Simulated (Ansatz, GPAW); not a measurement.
BaO: PBE in single-zeta orbitals, run from Python

These are simulated results from GPAW 26.7.0, not measurements. The cell began as a measured structure and was relaxed with r2SCAN in plane waves (Ansatz 0.2.0). All runs are without spin polarisation.

The symmetry is Fm-3m (No. 225, cubic); conventional cell a = 5.544 Å, 21.30 Å³ an atom. Ba has 6 O at 2.77 Å; O has 6 Ba at 2.77 Å.

The basis is minimal: single zeta, one radial function for each shell that the log's basis lists. It describes the filled bands fairly and the empty ones poorly.

The script, run.py:

```python
import json
from ase import Atoms
from gpaw import GPAW, PW, FermiDirac

atoms = Atoms(['Ba', 'O'],
              cell=[[0.0, 2.771943, 2.771943], [2.771943, -0.0, 2.771943], [2.771943, 2.771943, -0.0]],
              scaled_positions=[[0.0, -0.0, -0.0], [0.5, 0.5, 0.5]],
              pbc=True)
calc = GPAW(mode='lcao', basis='sz(dzp)', h=0.2, xc='PBE', kpts={'size': (6, 6, 6), 'gamma': True},
            occupations=FermiDirac(0.02), maxiter=100, legacy_gpaw=True, txt='gpaw.txt')
atoms.calc = calc
res = {'energy': atoms.get_potential_energy(force_consistent=True)}
res['electrons'] = calc.get_number_of_electrons()
res['k'] = calc.get_ibz_k_points().tolist()
res['levels'] = [calc.get_eigenvalues(kpt=i).tolist() for i in range(len(res['k']))]
points = [[0.0, 0.0, 0.0], [0.5, 0.0, 0.5], [0.625, 0.25, 0.625], [0.375, 0.375, 0.75], [0.5, 0.5, 0.5], [0.5, 0.25, 0.75], [0.0, 0.5, 0.5]]
bands = calc.fixed_density(kpts=points, symmetry='off', txt='bands.txt')
res['points'] = [bands.get_eigenvalues(kpt=i).tolist() for i in range(len(points))]
json.dump(res, open('results.json', 'w'))
print('free energy (eV):', round(res['energy'], 5))
```

Command: `python run.py`. It took 49 s on 1 thread of Arm Neoverse V1 (shared host), peak memory 0.15 GiB.

The log gpaw.txt, trimmed of paths, versions and times, then the last line on the terminal. An iter line gives the energy in eV and the logarithms of the changes of orbitals (plane waves alone) and density (c: converged):

```
___ ___ ___ _ _ _
 |   |   |_  | | | |

 | | | | | . | | | |

 |__ |  _|___|_____|  26.7.0
 |___|_|

Input parameters:
  basis: sz(dzp)
  h: 0.2
  kpts: {gamma: True,
         size: (6, 6, 6)}
  maxiter: 100
  mode: lcao
  occupations: {fixmagmom: False,
                name: fermi-dirac,
                width: 0.02}
  xc: PBE

System changes: positions, numbers, cell, pbc, initial_charges, initial_magmoms

Initialize ...

species:
  Ba:
    name:    Barium
    Z:       56.0
    valence: 10
    core:    46
    charge:  0.0  # [|e|]
    compensation charges:
      type: gauss
      rc: 0.37  # [Å]
      lmax: 2
    cutoffs:
      filter: 2.06  # [Å]
      core: 2.33  # [Å]
    projectors
    | kind |    occ | energy [eV] | rcut [Å] |

    |------|--------|-------------|----------|

    |   5s |  2.000 |     -33.644 |    1.164 |

    |   6s |  2.000 |      -3.229 |    1.164 |

    |   5p |  6.000 |     -18.744 |    1.164 |

    |    p |        |       0.000 |    1.164 |

    |    d |        |       0.000 |    1.164 |

    |    d |        |      27.211 |    1.164 |

    LCAO basis set for Ba:
      Name: sz(dzp)
      Number of radial functions: 5
      Number of spherical harmonics: 13
        l=0, rc=4.8906 Bohr: 5s-sz confined orbital
        l=0, rc=12.3125 Bohr: 6s-sz confined orbital
        l=1, rc=5.8125 Bohr: 5p-sz confined orbital
        l=1, rc=15.7188 Bohr: 6p-sz confined orbital
        l=2, rc=10.7812 Bohr: 5d-sz confined orbital
      Number of RI-basis functions 0

  O:
    name:    Oxygen
    Z:       8.0
    valence: 6
    core:    2
    charge:  0.0  # [|e|]
    compensation charges:
      type: gauss
      rc: 0.21  # [Å]
      lmax: 2
    cutoffs:
      filter: 1.17  # [Å]
      core: 0.83  # [Å]
    projectors
    | kind |    occ | energy [eV] | rcut [Å] |

    |------|--------|-------------|----------|

    |   2s |  2.000 |     -23.961 |    0.688 |

    |   2p |  4.000 |      -9.029 |    0.598 |

    |    s |        |       3.251 |    0.688 |

    |    p |        |      18.182 |    0.598 |

    |    d |        |       0.000 |    0.619 |

    LCAO basis set for O:
      Name: sz(dzp)
      Number of radial functions: 2
      Number of spherical harmonics: 4
        l=0, rc=4.3438 Bohr: 2s-sz confined orbital
        l=1, rc=5.3906 Bohr: 2p-sz confined orbital
      Number of RI-basis functions 0

Reference energy: -223318.694812  # eV

Spin-paired calculation

Convergence criteria:
 Maximum [total energy] change in last 3 cyles: 0.0005 eV / valence electron
 Maximum integral of absolute [dens]ity change: 0.0001 electrons / valence electron
 Maximum integral of absolute [eigenst]ate change: 4e-08 eV^2 / valence electron
 Maximum number of scf [iter]ations: 100
 (Square brackets indicate name in SCF output, whereas a 'c' in
 the SCF output indicates the quantity has converged.)

Symmetries present (total): 48

  ( 1  0  0)  ( 1  0  0)  ( 1  0  0)  ( 1  0  0)  ( 1  0 -1)  ( 1  0 -1)
  ( 1  0 -1)  ( 1 -1  0)  ( 0  1  0)  ( 0  0  1)  ( 1  0  0)  ( 1 -1  0)
  ( 1 -1  0)  ( 1  0 -1)  ( 0  0  1)  ( 0  1  0)  ( 1 -1  0)  ( 1  0  0)

  ( 1  0 -1)  ( 1  0 -1)  ( 1 -1  0)  ( 1 -1  0)  ( 1 -1  0)  ( 1 -1  0)
  ( 0  1 -1)  ( 0  0 -1)  ( 1  0  0)  ( 1  0 -1)  ( 0 -1  1)  ( 0 -1  0)
  ( 0  0 -1)  ( 0  1 -1)  ( 1  0 -1)  ( 1  0  0)  ( 0 -1  0)  ( 0 -1  1)

  ( 0  1  0)  ( 0  1  0)  ( 0  1  0)  ( 0  1  0)  ( 0  1 -1)  ( 0  1 -1)
  ( 1  0  0)  ( 0  1 -1)  ( 0  0  1)  (-1  1  0)  ( 1  0 -1)  ( 0  1  0)
  ( 0  0  1)  (-1  1  0)  ( 1  0  0)  ( 0  1 -1)  ( 0  0 -1)  (-1  1  0)

  ( 0  1 -1)  ( 0  1 -1)  ( 0  0  1)  ( 0  0  1)  ( 0  0  1)  ( 0  0  1)
  ( 0  0 -1)  (-1  1  0)  ( 1  0  0)  ( 0  1  0)  ( 0 -1  1)  (-1  0  1)
  ( 1  0 -1)  ( 0  1  0)  ( 0  1  0)  ( 1  0  0)  (-1  0  1)  ( 0 -1  1)

  ( 0  0 -1)  ( 0  0 -1)  ( 0  0 -1)  ( 0  0 -1)  ( 0 -1  1)  ( 0 -1  1)
  ( 1  0 -1)  ( 0  1 -1)  ( 0 -1  0)  (-1  0  0)  ( 1 -1  0)  ( 0  0  1)
  ( 0  1 -1)  ( 1  0 -1)  (-1  0  0)  ( 0 -1  0)  ( 0 -1  0)  (-1  0  1)

  ( 0 -1  1)  ( 0 -1  1)  ( 0 -1  0)  ( 0 -1  0)  ( 0 -1  0)  ( 0 -1  0)
  ( 0 -1  0)  (-1  0  1)  ( 1 -1  0)  ( 0  0 -1)  ( 0 -1  1)  (-1  0  0)
  ( 1 -1  0)  ( 0  0  1)  ( 0 -1  1)  (-1  0  0)  ( 1 -1  0)  ( 0  0 -1)

  (-1  1  0)  (-1  1  0)  (-1  1  0)  (-1  1  0)  (-1  0  1)  (-1  0  1)
  ( 0  1  0)  ( 0  1 -1)  (-1  0  1)  (-1  0  0)  ( 0  0  1)  ( 0 -1  1)
  ( 0  1 -1)  ( 0  1  0)  (-1  0  0)  (-1  0  1)  ( 0 -1  1)  ( 0  0  1)

  (-1  0  1)  (-1  0  1)  (-1  0  0)  (-1  0  0)  (-1  0  0)  (-1  0  0)
  (-1  1  0)  (-1  0  0)  ( 0  0 -1)  ( 0 -1  0)  (-1  1  0)  (-1  0  1)
  (-1  0  0)  (-1  1  0)  ( 0 -1  0)  ( 0  0 -1)  (-1  0  1)  (-1  1  0)

216 k-points: 6 x 6 x 6 Monkhorst-Pack grid + [1/12,1/12,1/12]
16 k-points in the irreducible part of the Brillouin zone
       k-points in crystal coordinates                weights
   0:     0.00000000    0.00000000    0.00000000          1/216
   1:     0.16666667    0.16666667    0.00000000          6/216
   2:     0.16666667    0.16666667    0.16666667          8/216
   3:     0.33333333    0.16666667    0.16666667         12/216
   4:     0.33333333    0.33333333   -0.33333333         12/216
   5:     0.33333333    0.33333333    0.00000000          6/216
   6:     0.33333333    0.33333333    0.16666667         24/216
   7:     0.33333333    0.33333333    0.33333333          8/216
   8:     0.50000000    0.33333333   -0.33333333         24/216
   9:     0.50000000    0.33333333   -0.16666667         12/216
          ...
  15:     0.50000000    0.50000000    0.50000000          4/216

Wave functions: LCAO
  Diagonalizer: Serial LAPACK
  Atomic Correction: dense with blas
  Data-type: complex

Occupation numbers: Fermi-Dirac:
  width: 0.0200  # eV

Eigensolver
   LCAO using direct dense diagonalizer

Densities:
  Coarse grid: 16*16*16 grid
  Fine grid: 32*32*32 grid
  Total Charge: 0.000000

Density mixing:
  Method: separate
  Backend: msr1
  Linear mixing parameter: 0.05
  old densities: 10
  Width of damping distribution: 1.1
  Damping of long wavelength oscillations: 20

Hamiltonian:
  XC and Coulomb potentials evaluated on a 32*32*32 grid
  Using the PBE Exchange-Correlation functional
  Interpolation: tri-quintic (5. degree polynomial)
  Poisson solver: FastPoissonSolver using
    Stencil: 12*3+1=37 point O(h^6) finite-difference Laplacian
    FFT axes: [np.int64(0), np.int64(1), np.int64(2)]
    FST axes: []

XC parameters: PBE with 2 nearest neighbor stencil

Memory estimate:
  Process memory now: 112.46 MiB
  Calculator: 15.40 MiB
    Density: 4.85 MiB
      Arrays: 0.81 MiB
      Localized functions: 3.41 MiB
      Mixer: 0.62 MiB
    Hamiltonian: 0.78 MiB
      Arrays: 0.53 MiB
      XC: 0.00 MiB
      Poisson: 0.00 MiB
      vbar: 0.25 MiB
    Wavefunctions: 9.77 MiB
      C [qnM]: 0.04 MiB
      S, T [2 x qmm]: 0.14 MiB
      P [aqMi]: 0.01 MiB
      BasisFunctions: 9.58 MiB
      Eigensolver: 0.00 MiB

Total number of cores used: 1

Number of atoms: 2
Number of atomic orbitals: 17
Number of bands in calculation: 9
Number of valence electrons: 16
Bands to converge: occupied
Positions:
   0 Ba     0.000000    0.000000    0.000000    ( 0.0000,  0.0000,  0.0000)
   1 O      2.771943    2.771943    2.771943    ( 0.0000,  0.0000,  0.0000)

Unit cell:
           periodic     x           y           z      points  spacing
  1. axis:    yes    0.000000    2.771943    2.771943    16     0.2000
  2. axis:    yes    2.771943   -0.000000    2.771943    16     0.2000
  3. axis:    yes    2.771943    2.771943   -0.000000    16     0.2000

  Lengths:   3.920119   3.920119   3.920119
  Angles:   60.000000  60.000000  60.000000

Effective grid spacing dv^(1/3) = 0.2183

iter:   1   -12.650379        c
iter:   2   -11.998745        c -0.89
iter:   3   -10.658501        c -0.95
iter:   4   -10.578893        c -1.44
iter:   5   -10.586202        c -1.61
iter:   6   -10.573875        c -1.98
iter:   7   -10.572313        c -2.42
iter:   8   -10.572290c       c -3.30
iter:   9   -10.572289c       c -3.95
iter:  10   -10.572289c       c -4.21c

Converged after 10 iterations.

Energy contributions relative to reference atoms: (reference = -223318.694812)

Kinetic:        +18.833677
Potential:      -15.422578
External:        +0.000000
XC:             -14.905085
Entropy (-ST):   -0.000000
Local:           +0.921697
SIC:             +0.000000
--------------------------
Free energy:    -10.572289
Extrapolated:   -10.572289

Showing only first 2 kpts
 Kpt  Band  Eigenvalues  Occupancy
  0     6      7.07129    2.00000
  0     7      7.10996    2.00000
  0     8     10.97519    0.00000

  1     6      7.03754    2.00000
  1     7      7.06310    2.00000
  1     8     10.83262    0.00000

Fermi level: 8.14046

Gap: 1.763 eV
Transition (v -> c):
  (s=0, k=12, n=7, [0.50, 0.50, 0.00]) -> (s=0, k=12, n=8, [0.50, 0.50, 0.00])
No difference between direct/indirect transitions

free energy (eV): -10.57229
```

The gap in the log is over the mesh alone; results.json adds the listed points. PBE in single-zeta orbitals gives a gap of 1.76 eV. On the same cell, plane-wave PBE (Ansatz, 8×8×8 k points and the special points) gives a gap of 2.05 eV and r2SCAN a gap of 2.38 eV; on shared hosts these took about 1.8 and 3.9 core-seconds on the 2-atom cell, against 49 for the script. Spin-orbit coupling, left out in all these runs, can cut or reorder the gap by tenths of an eV, up to about 1 eV with Pb or Bi.

The runs are scalar-relativistic, without spin-orbit coupling.
